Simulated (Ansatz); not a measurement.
All numbers below come from DFT PBEsol, scalar-relativistic, plane waves, PAW (Ansatz).

Structure of BiTe:

```
Bi Te
1.0
     0.00000    3.19715    3.19715
     3.19715    0.00000    3.19715
     3.19715    3.19715    0.00000
Bi Te
1 1
Direct
  0.00000 0.00000 0.00000
  0.50000 0.50000 0.50000
```

Plane waves to 420 eV, a k mesh through Γ of 12×12×12 on the computed 2-atom cell and Gaussian smearing (0.10 eV); no spin polarisation.

Levels along Γ–X–U | K–Γ–L–W–X, in eV from the Fermi level, sorted by energy at each point. Points in fractions of the primitive reciprocal vectors: Γ (0.000 0.000 0.000), X (0.500 0.000 0.500), U (0.625 0.250 0.625), K (0.375 0.375 0.750), L (0.500 0.500 0.500), W (0.500 0.250 0.750).
```
point k (1/Å, with 2π) band 14  band 15  band 16  band 17  band 18  band 19  band 20
    Γ             0.000    -2.61    -2.61     2.24     2.24     2.24     4.62     4.62
    -             0.140    -2.71    -2.30     1.42     2.28     2.28     4.26     4.88
    -             0.281    -2.98    -1.61     0.06     2.42     2.42     3.66     5.59
    -             0.421    -3.32    -2.16     0.26     2.67     2.67     3.10     6.62
    -             0.561    -3.65    -3.53     1.66     2.65     3.01     3.01     7.37
    -             0.702    -3.93    -3.93     2.33     3.22     3.37     3.37     7.95
    -             0.842    -4.10    -4.10     2.13     3.66     3.66     4.61     8.66
    X             0.983    -4.16    -4.16     2.07     3.77     3.77     5.23     8.97
    -             1.032    -4.15    -4.15     2.10     3.72     3.73     5.21     9.04
    -             1.082    -4.12    -4.11     2.19     3.58     3.61     5.17     9.20
    -             1.131    -4.07    -4.04     2.33     3.36     3.43     5.10     8.85
    -             1.181    -3.99    -3.95     2.49     3.08     3.25     5.00     8.48
    -             1.231    -3.90    -3.84     2.54     2.77     3.19     4.87     8.11
    -             1.280    -3.78    -3.71     2.37     2.43     3.39     4.73     7.75
    U             1.330    -3.64    -3.56     2.09     2.09     3.74     4.57     7.39
    K             1.330    -3.64    -3.56     2.09     2.09     3.74     4.57     7.39
    -             1.479    -3.13    -3.02     1.06     1.16     4.04     5.14     6.40
    -             1.628    -2.48    -2.36     0.16     0.29     3.49     5.56     6.38
    -             1.777    -1.89    -1.68    -0.39    -0.36     3.02     4.89     5.74
    -             1.926    -1.91    -1.61    -0.18    -0.05     2.65     4.45     5.25
    -             2.075    -2.26    -2.07     0.75     0.86     2.41     4.28     4.90
    -             2.223    -2.52    -2.46     1.74     1.79     2.28     4.43     4.69
    Γ             2.372    -2.61    -2.61     2.24     2.24     2.24     4.62     4.62
    -             2.494    -2.60    -2.55     1.99     2.04     2.04     4.52     4.72
    -             2.615    -2.55    -2.41     1.43     1.55     1.55     4.43     5.00
    -             2.737    -2.47    -2.22     0.80     0.96     0.96     4.58     5.45
    -             2.858    -2.35    -2.04     0.20     0.38     0.38     4.99     6.06
    -             2.980    -2.19    -1.85    -0.30    -0.13    -0.13     5.66     6.81
    -             3.102    -2.04    -1.67    -0.69    -0.51    -0.51     6.53     7.67
    L             3.223    -1.96    -1.57    -0.86    -0.67    -0.67     7.33     7.88
    -             3.322    -2.29    -1.78    -0.72    -0.24    -0.07     6.99     7.54
    -             3.422    -3.02    -1.78    -0.66     0.66     0.88     6.42     6.88
    -             3.521    -3.73    -1.74    -0.56     1.63     1.87     5.88     6.24
    -             3.620    -4.33    -1.68    -0.46     2.57     2.79     5.45     5.71
    -             3.720    -4.79    -1.63    -0.35     3.38     3.54     5.18     5.34
    -             3.819    -5.08    -1.59    -0.28     3.90     3.95     5.14     5.18
    W             3.918    -5.18    -1.58    -0.25     4.05     4.05     5.18     5.18
    -             3.988    -4.99    -1.89     0.11     3.72     4.34     4.71     5.76
    -             4.058    -4.79    -2.45     0.81     3.33     4.38     4.58     6.42
    -             4.129    -4.60    -3.00     1.58     2.94     4.14     4.79     7.14
    -             4.199    -4.43    -3.48     2.35     2.58     3.97     4.97     7.90
    -             4.269    -4.29    -3.85     2.31     3.05     3.86     5.11     8.66
    -             4.339    -4.19    -4.08     2.13     3.57     3.80     5.20     9.08
    X             4.409    -4.16    -4.16     2.07     3.77     3.77     5.23     8.97
```

Spin-orbit coupling is left out, which matters for the bands of heavy elements.